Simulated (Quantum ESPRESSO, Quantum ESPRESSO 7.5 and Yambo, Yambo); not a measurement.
## CdSe (Cadmoselite): G0W0 with Yambo, start to end

Wanted: ground state, empty states, screening and self-energy for CdSe (Cadmoselite).

Main program and level: Quantum ESPRESSO 7.5 and Yambo 5.3.0; PBE and many-body steps on it, plane waves.

Report form: the programs' logs are mostly left out.

The database entry behind the starting cell differs from later determinations by our own check (inner coordinate of an old entry), so it need not match the best structure at ambient conditions.

## Step 1: Set-up

It takes space group P6_3mc (No. 186, hexagonal). Conventional cell: a = 4.300 Å, b = 4.300 Å, c = 7.020 Å, α = 90.00°, β = 90.00°, γ = 120.00°. Nearest to Cd lie 4 Se at 2.61 to 2.70 Å. Nearest to Se lie 4 Cd at 2.61 to 2.70 Å. Farther neighbours and most contacts between anions are not listed.

The cell and positions come from the Crystallography Open Database and are kept as given unless a step says otherwise.

## Step 2: Ground state

This step: Quantum ESPRESSO 7.5; DFT, PBE, plane waves, norm-conserving pseudopotentials.

The ground-state density comes first.

Input file pw.in:

```
&control
  calculation = 'scf'
  prefix = 'x'
  outdir = 'o'
  pseudo_dir = 'pseudo'
/
&system
  ibrav = 0
  nat = 4
  ntyp = 2
  ecutwfc = 104.0
  nbnd = 50
  force_symmorphic = .true.
/
&electrons
  conv_thr = 1e-10
  electron_maxstep = 80
  mixing_beta = 0.5
/
ATOMIC_SPECIES
  Cd 112.41 Cd.upf
  Se 78.971 Se.upf
CELL_PARAMETERS angstrom
  4.3000000000 -0.0000000000 0.0000000000
  -2.1500000000 3.7239092363 0.0000000000
  0.0000000000 0.0000000000 7.0200000000
ATOMIC_POSITIONS crystal
  Cd 0.3333333333 0.6666666667 0.0000000000
  Cd 0.6666666667 0.3333333333 0.5000000000
  Se 0.3333333333 0.6666666667 0.3850000000
  Se 0.6666666667 0.3333333333 0.8850000000
K_POINTS automatic
  6 6 4 0 0 0
```

Started as:

```bash
OMP_NUM_THREADS=1 mpirun -n 8 pw.x -nk 8 -in pw.in > pw.out
```

Elapsed: 58 s, on 8 MPI ranks of Arm Neoverse V2, shared host; peak memory 1.4 GiB; 7.3 min of CPU time.

This step gave:

* total energy: -27953.7284 eV
* gap: 0.7038 eV
* k of the valence top: 0, 0, 0
* k of the conduction bottom: 0, 0, 0
* least direct gap: 0.7038 eV

The gap is direct, at Γ.

## Step 3: Bands along the symmetry lines

The cheap functional maps the bands first; the places of the edges decide which points the dearer methods must see.

Input file pw.in:

```
&control
  calculation = 'bands'
  prefix = 'x'
  outdir = 'o'
  pseudo_dir = 'pseudo'
/
&system
  ibrav = 0
  nat = 4
  ntyp = 2
  ecutwfc = 104.0
  nbnd = 50
  force_symmorphic = .true.
/
&electrons
  conv_thr = 1e-9
  electron_maxstep = 80
  diago_full_acc = .true.
  diago_thr_init = 5e-6
/
ATOMIC_SPECIES
  Cd 112.41 Cd.upf
  Se 78.971 Se.upf
CELL_PARAMETERS angstrom
  4.3000000000 -0.0000000000 0.0000000000
  -2.1500000000 3.7239092363 0.0000000000
  0.0000000000 0.0000000000 7.0200000000
ATOMIC_POSITIONS crystal
  Cd 0.3333333333 0.6666666667 0.0000000000
  Cd 0.6666666667 0.3333333333 0.5000000000
  Se 0.3333333333 0.6666666667 0.3850000000
  Se 0.6666666667 0.3333333333 0.8850000000
K_POINTS crystal
  75
  0.00000000 0.00000000 0.00000000 1
  0.06250000 0.00000000 0.00000000 1
  0.12500000 0.00000000 0.00000000 1
  0.18750000 0.00000000 0.00000000 1
  0.25000000 0.00000000 0.00000000 1
  0.31250000 0.00000000 0.00000000 1
  0.37500000 0.00000000 0.00000000 1
  0.43750000 0.00000000 0.00000000 1
  0.50000000 0.00000000 0.00000000 1
  0.47916667 0.04166667 0.00000000 1
  0.45833333 0.08333333 0.00000000 1
  0.43750000 0.12500000 0.00000000 1
  0.41666666 0.16666666 0.00000000 1
  0.39583333 0.20833333 0.00000000 1
  0.37500000 0.25000000 0.00000000 1
  0.35416666 0.29166666 0.00000000 1
  0.33333333 0.33333333 0.00000000 1
  0.29166666 0.29166666 0.00000000 1
  0.25000000 0.25000000 0.00000000 1
  0.20833333 0.20833333 0.00000000 1
  0.16666666 0.16666666 0.00000000 1
  0.12500000 0.12500000 0.00000000 1
  0.08333333 0.08333333 0.00000000 1
  0.04166667 0.04166667 0.00000000 1
  0.00000000 0.00000000 0.00000000 1
  0.00000000 0.00000000 0.06250000 1
  0.00000000 0.00000000 0.12500000 1
  0.00000000 0.00000000 0.18750000 1
  0.00000000 0.00000000 0.25000000 1
  0.00000000 0.00000000 0.31250000 1
  0.00000000 0.00000000 0.37500000 1
  0.00000000 0.00000000 0.43750000 1
  0.00000000 0.00000000 0.50000000 1
  0.06250000 0.00000000 0.50000000 1
  0.12500000 0.00000000 0.50000000 1
  0.18750000 0.00000000 0.50000000 1
  0.25000000 0.00000000 0.50000000 1
  0.31250000 0.00000000 0.50000000 1
  0.37500000 0.00000000 0.50000000 1
  0.43750000 0.00000000 0.50000000 1
  0.50000000 0.00000000 0.50000000 1
  0.47916667 0.04166667 0.50000000 1
  0.45833333 0.08333333 0.50000000 1
  0.43750000 0.12500000 0.50000000 1
  0.41666666 0.16666666 0.50000000 1
  0.39583333 0.20833333 0.50000000 1
  0.37500000 0.25000000 0.50000000 1
  0.35416666 0.29166666 0.50000000 1
  0.33333333 0.33333333 0.50000000 1
  0.29166666 0.29166666 0.50000000 1
  0.25000000 0.25000000 0.50000000 1
  0.20833333 0.20833333 0.50000000 1
  0.16666666 0.16666666 0.50000000 1
  0.12500000 0.12500000 0.50000000 1
  0.08333333 0.08333333 0.50000000 1
  0.04166667 0.04166667 0.50000000 1
  0.00000000 0.00000000 0.50000000 1
  0.50000000 0.00000000 0.50000000 1
  0.50000000 0.00000000 0.43750000 1
  0.50000000 0.00000000 0.37500000 1
  0.50000000 0.00000000 0.31250000 1
  0.50000000 0.00000000 0.25000000 1
  0.50000000 0.00000000 0.18750000 1
  0.50000000 0.00000000 0.12500000 1
  0.50000000 0.00000000 0.06250000 1
  0.50000000 0.00000000 0.00000000 1
  0.33333333 0.33333333 0.50000000 1
  0.33333333 0.33333333 0.43750000 1
  0.33333333 0.33333333 0.37500000 1
  0.33333333 0.33333333 0.31250000 1
  0.33333333 0.33333333 0.25000000 1
  0.33333333 0.33333333 0.18750000 1
  0.33333333 0.33333333 0.12500000 1
  0.33333333 0.33333333 0.06250000 1
  0.33333333 0.33333333 0.00000000 1
```

Run time: 34 s. Hardware: 8 MPI ranks; peak memory 1.2 GiB; 4.3 min of CPU time.

This step gave:

```
gap                        : 0.7038 eV
k of the valence top       : 0, 0, 0
k of the conduction bottom : 0, 0, 0
least direct gap           : 0.7038 eV
```

The gap is 0.704 eV, as in the run before at this level.

The electronic bands at the labelled points (eV, zero at the top of the highest filled band):

```csv
point,band 41,band 42,band 43,band 44,band 45,band 46,band 47,band 48
Γ,-0.72,-0.01,0.00,0.00,0.70,2.12,5.89,5.89
halfway,-2.17,-1.34,-0.44,-0.43,2.62,3.45,5.21,5.90
M,-2.56,-1.85,-1.24,-0.83,3.23,3.32,4.81,6.16
halfway,-2.65,-2.14,-1.40,-1.32,3.94,4.26,4.68,6.14
K,-3.06,-1.79,-1.79,-1.78,4.40,4.80,4.80,7.06
halfway,-2.48,-1.69,-0.76,-0.56,3.06,4.08,5.16,5.53
Γ,-0.72,-0.01,0.00,0.00,0.70,2.12,5.89,5.89
halfway,-0.62,-0.62,-0.11,-0.11,1.73,2.23,5.70,5.97
A,-0.37,-0.37,-0.37,-0.37,2.34,2.34,5.83,5.83
halfway,-1.34,-1.34,-0.91,-0.91,3.40,3.40,4.98,4.98
L,-1.38,-1.38,-1.29,-1.29,3.00,3.00,4.79,4.79
halfway,-2.02,-2.02,-1.12,-1.12,3.51,3.51,5.25,5.25
H,-2.48,-2.48,-1.05,-1.05,3.80,3.80,5.93,5.93
halfway,-1.37,-1.37,-1.21,-1.21,3.77,3.77,4.97,4.97
A,-0.37,-0.37,-0.37,-0.37,2.34,2.34,5.83,5.83
jump to L,-1.38,-1.38,-1.29,-1.29,3.00,3.00,4.79,4.79
halfway,-2.09,-1.72,-1.06,-1.00,2.84,3.37,5.15,5.20
M,-2.56,-1.85,-1.24,-0.83,3.23,3.32,4.81,6.16
jump to H,-2.48,-2.48,-1.05,-1.05,3.80,3.80,5.93,5.93
halfway,-2.90,-2.00,-1.42,-1.42,4.33,4.33,4.85,6.40
K,-3.06,-1.79,-1.79,-1.78,4.40,4.80,4.80,7.06
```

## Step 4: Empty states on the mesh, 3×3×2 mesh, 209 bands

The sums over transitions need many empty states on a uniform mesh; this step solves for them.

Input file pw.in:

```
&control
  calculation = 'nscf'
  prefix = 'x'
  outdir = 'o'
  pseudo_dir = 'pseudo'
/
&system
  ibrav = 0
  nat = 4
  ntyp = 2
  ecutwfc = 104.0
  nbnd = 209
  force_symmorphic = .true.
/
&electrons
  conv_thr = 1e-9
  electron_maxstep = 80
  diago_full_acc = .true.
  diago_thr_init = 5e-6
/
ATOMIC_SPECIES
  Cd 112.41 Cd.upf
  Se 78.971 Se.upf
CELL_PARAMETERS angstrom
  4.3000000000 -0.0000000000 0.0000000000
  -2.1500000000 3.7239092363 0.0000000000
  0.0000000000 0.0000000000 7.0200000000
ATOMIC_POSITIONS crystal
  Cd 0.3333333333 0.6666666667 0.0000000000
  Cd 0.6666666667 0.3333333333 0.5000000000
  Se 0.3333333333 0.6666666667 0.3850000000
  Se 0.6666666667 0.3333333333 0.8850000000
K_POINTS automatic
  3 3 2 0 0 0
```

Started as:

```bash
OMP_NUM_THREADS=1 mpirun -n 8 pw.x -nk 4 -in pw.in > pw.out
```

It took 47 s on 8 MPI ranks; peak memory 1.4 GiB.

This step gave:

* gap: 0.7038 eV
* k of the valence top: 0, 0, 0
* k of the conduction bottom: 0, 0, 0
* least direct gap: 0.7038 eV
* k points computed: 6
* lowest point of the top converged band, above the valence top: 68.0740 eV

On this mesh the gap is 0.704 eV.

## Step 5: Conversion and set-up

This step: Yambo 5.3.0; conversion and set-up on PBE, plane waves, norm-conserving pseudopotentials.

The states are converted to the many-body program's format and the q mesh is built.

Started as:

```bash
(cd o/x.save; p2y > p2y.log; mv SAVE ../..); yambo > setup.log
```

Elapsed: 2.7 s, on 1 MPI rank; peak memory 0.25 GiB.

## Step 6: Screening and self-energy, 3×3×2 mesh, 209 bands, screening to 129.3 eV

Now the one-shot GW correction: screening in the RPA, then the self-energy of the levels asked for.

This step: G0W0 on PBE, plane waves, norm-conserving pseudopotentials.

Input file gw1.in:

```
HF_and_locXC
gw0
dyson
ppa
em1d
rim_cut
RandQpts= 1000000
RandGvec= 1 RL
EXXRLvcs= 104 Ry
VXCRLvcs= 416 Ry
Chimod= "HARTREE"
% BndsRnXp
 1 | 209 |
%
NGsBlkXp= 9.5 Ry
% LongDrXp
 1 | 1 | 1 |
%
% GbndRnge
 1 | 209 |
%
DysSolver= "n"
ExtendOut
PPAPntXp= 27.21138 eV
% QPkrange
 1 | 1 | 43 | 46 |
%
```

Started as:

```bash
OMP_NUM_THREADS=1 mpirun -n 8 yambo -F gw1.in -J gw1 -C gw1 > gw1.log
```

The job ended after 2.4 min (8 MPI ranks; peak memory 7.1 GiB).

This step gave:

```yaml
g0w0_gap_on_the_points_computed: 1.285 eV
starting_gap_on_the_mesh: 0.7038 eV
k_of_the_valence_top: 0, 0, 0
k_of_the_conduction_bottom: 0, 0, 0
least_direct_g0w0_gap_on_the_computed_points: 1.285 eV
z_at_the_valence_top: 0.7926
z_at_the_conduction_bottom: 0.8129
```

The gap on the mesh goes from 0.70 eV to 1.28 eV, a correction of +0.58 eV.

Limits: finite bands, cutoff and mesh; no spin-orbit coupling; coarse k mesh. v1 is the top filled band, c1 the lowest empty one. Levels before and after the correction, in eV, zero at the valence-band top of each column:

```csv
,conduction bottom,valence top
Kohn-Sham,0.70,0.00
G0W0,1.28,0.00
```

```csv
,level,energy (eV)
Kohn-Sham,Γ v2-v1,0.000
Kohn-Sham,Γ c1,0.704
Kohn-Sham,Γ c2,2.123
G0W0,Γ v2-v1,0.000
G0W0,Γ c1,1.285
G0W0,Γ c2,2.812
```

## Step 7: Where the time went

Times are wall times on the hardware named with each run, good to a factor of about two.

```csv
step,time,share,memory (GiB)
ground state,58 s,20 %,1.4
bands along the symmetry lines,34 s,12 %,1.2
empty states on the mesh,47 s,16 %,1.4
conversion and set-up,2.7 s,1 %,0.25
screening and self-energy,2.4 min,50 %,7.1
```

## Step 8: What came out

| Item | Value |
| --- | --- |
| PBE gap | 0.70 eV, direct |
| G0W0 gap on the mesh | 1.28 eV |
| GW settings | 3×3×2 mesh, 209 bands, screening to 129.3 eV, Godby-Needs plasmon pole |
| known limits | not at the basis limit; no spin-orbit coupling; coarse k mesh |

**Reading.** G0W0 moves the gap on the mesh from 0.70 eV to 1.28 eV (+0.58 eV), with Z of 0.79 and 0.81 at the edges. Only 1 of the mesh's irreducible points was corrected, so a valley elsewhere could overtake. The dearest step here is «screening and self-energy». Bands and cutoff are finite, so the gap is not at the basis limit. The miss can reach some tenths of an eV and take either sign; the mesh is an error of its own. In the G0W0 run levels were corrected at 1 k point alone, so a gap called «on the mesh» is the least over those, and an edge elsewhere would be missed. The 3×3×2 mesh is coarse for this cell, which bears on the long-range parts of exchange and screening. The many-body steps are scalar-relativistic: spin-orbit coupling is not in them.

[Paths, hosts, dates, memory and timing lines, banners, echoed tables and standing remarks are left out of the program output.]

[Logs are printed without paths, hosts, clocks, repeated set-up lines and the standing remarks that a program may print on its own settings, such as how far it seeks lower states.]

[Runs of the session that timed out or met a known fault of the program may be left out.]

[Hosts, paths, dates, database ids (printed as entryN), source tags and the programs' standing remarks are cut or masked in the printed files.]
